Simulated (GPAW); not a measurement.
**NiO in GPAW: the effect of functional**

NiO:

```
Ni O
1.0
     0.00000    2.24063    2.24063
     2.24063    0.00000    2.24063
     2.24063    2.24063    0.00000
Ni O
1 1
Direct
  0.00000 0.00000 0.00000
  0.75000 0.75000 0.75000
```

The cell was built by a generator and needn't be a form met in nature.

Alike in all runs:

* Program: GPAW 26.7.0
* Task: band structure
* Cutoff: 800 eV
* Basis: pw
* k mesh: 7 × 7 × 7
* Occupations: fermi-dirac, width 0.05 eV
* Spin: collinear spin, ferromagnetic start
* Starting moments: [1.0, 0.0] μB

```csv
functional,potentials or basis,pressure (GPa),moment (μB)
LDA,the program's PAW data sets (release 1.2.1) made for this functional,-12.9,1.71
PBE,GPAW PAW data sets (gpaw-data 1.2.1),3.2,1.89
PBEsol,PAW data sets generated in the run's folder for this functional,-4.8,1.83
RPBE,the program's PAW data sets (release 1.2.1) made for this functional,?,?
revPBE,the program's PAW data sets (release 1.2.1) made for this functional,7.7,1.93
BLYP,PAW data sets generated in the run's folder for this functional,6.8,1.88
r2SCAN,GPAW PAW data sets (gpaw-data 1.2.1),-1.3,2.00
```

Task: What does the run with functional RPBE give?

Result: Pressure 9.4 GPa; moment 1.94 μB.

Caveats: the stock nickel data set gives pressures a few GPa off other programs; a cell with one magnetic atom can't hold antiferromagnetic order, which such compounds often take; the PAW data sets were made with another functional, which shifts forces and pressure a little (some runs).
